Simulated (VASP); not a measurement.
Here is a VASP 6.6.1 calculation.

The input INCAR:

```
ALGO = Normal ; EDIFF = 1E-7
EDIFFG = -0.005 ; ENCUT = 600
GGA = PS ; IBRION = 2
ISIF = 3 ; ISMEAR = 0
LASPH = True ; LCHARG = False
LREAL = False ; LWAVE = False
NELM = 60 ; NSW = 90
PREC = Accurate ; SIGMA = 0.1
```

The input KPOINTS:

```
k-points
0
Gamma
  10 10 10
```

The input POSCAR:

```
GaAs
1.0
    0.0000000000      2.8750910500      2.8750910500
    2.8750910500      0.0000000000      2.8750910500
    2.8750910500      2.8750910500      0.0000000000
Ga As
1 1
Direct
    0.0000000000      0.0000000000      0.0000000000
    0.7500000000      0.7500000000      0.7500000000
```

Potentials or basis: VASP PAW PBE potentials, release 64 (Ga_d, As).

Run with:

```sh
$ cat potpaw_PBE.64/Ga_d/POTCAR potpaw_PBE.64/As/POTCAR > POTCAR
$ mpirun -np 1 vasp_std > vasp.out
```

Task: Predict the band gap on the k mesh.

Result: 0.42 eV, direct.

Task: Estimate the space group after relaxing (to 0.05 Å).

Result: F-43m (No. 216).

Task: What does it give for the relaxed cell?

Result: a = 4.004 Å, b = 4.004 Å, c = 4.004 Å, α = 60.00°, β = 60.00°, γ = 60.00°.

Final structure:
```
Ga As
1.0
     0.00000    2.83140    2.83140
     2.83140    0.00000    2.83140
     2.83140    2.83140    0.00000
Ga As
1 1
Direct
  0.00000 0.00000 0.00000
  0.75000 0.75000 0.75000
```

 As with any semilocal functional, this PBEsol gap is likely too small.
